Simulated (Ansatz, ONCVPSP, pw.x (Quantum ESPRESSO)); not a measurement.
**From atom to crystal: ONCV potential for tungsten**

W (Z = 74), optimised norm-conserving Vanderbilt (ONCV), made with ONCVPSP 4.0.1 (PBE, scalar-relativistic). Core [Kr] 4d10 4f14, reference 5s2 5p6 5d4 6s2. Waves: 5s+6s: rc 1.80 bohr, ncon 4, nbas 8, qcut 5.7 1/bohr, 2 projectors; 5p: rc 2.05 bohr, ncon 5, nbas 9, qcut 6.6 1/bohr, 1 projector; 5d: rc 2.55 bohr, ncon 4, nbas 9, qcut 7.2 1/bohr, 2 projectors, debl 3.2 Ha. Local part: polynomial inside 1.40 bohr (lpopt 5, dvloc0 0 Ha). Core correction: Teter function, fcfact 1.75, rcfact 1.15.

Atomic tests: cutoffs needed: 14 Ha and 17 Ha (the cutoffs (Ha) at which the residual kinetic energy of the hardest occupied pseudo-wave falls to 1 and 0.1 mHa per electron); ghost test: no bound ghost flagged; no localised positive-energy state flagged; largest excitation error: -7.0 meV (all-electron minus pseudo) for 5s2 5p6 5d5 6s1, out of 4 test configurations.

Crystal test: sc W in pw.x 7.5, no spin, 12³ k-points, Fermi–Dirac smearing 0.01 Ry, cutoffs 50/200 Ry. The reference is all-electron LAPW (Ansatz 0.2.0) with the same functional, mesh and smearing; V0 and B0 come from Birch–Murnaghan fits to the pressures at five volumes. Errors are pseudo minus all-electron; Δ is the rms difference of the E(V) curves that follow from these fits, minima aligned, over ±6 % about the mean V0. Mesh and smearing are coarse, so the numbers serve the comparison and aren't converged zero-temperature values; the lattice is a test structure that the element need not adopt.

All-electron: a0 = 2.638 Å (V0 = 18.36 Å³/atom), B0 = 216.4 GPa.

**Question.** How far does the potential miss the all-electron equation of state?

**Answer.** mean pressure error (GPa): -4.34; a0 (Å): 2.620; a0 error (%): -0.70; B0 error (%): +2.2; Δ (meV/atom): 18.2. This is a poor potential for the solid.

```
V (Å³/atom)  P all-electron (GPa)  P pseudo (GPa)
     17.612                  9.79            4.74
     18.076                  3.46           -1.19
     18.539                 -2.09           -6.38
     19.002                 -6.95          -10.93
     19.466                -11.21          -14.92
```

**Question.** At the middle volume, how do free energy and pressure move when the wave cutoff is lowered (ecutrho kept at four times it)?

**Answer.**

| cutoff (Ry) | shift of F (meV/atom) | shift of P (GPa) |
| --- | --- | --- |
| 22 | +1030.8 | -42.37 |
| 30 | +76.5 | -3.88 |
| 40 | +6.7 | -0.15 |

The run at the middle volume (84 k-points, 8 iterations) took about 8 s on one core of a shared host (Intel(R) Xeon(R) Platinum 8488C, 192 threads, 744 GiB, load 52).
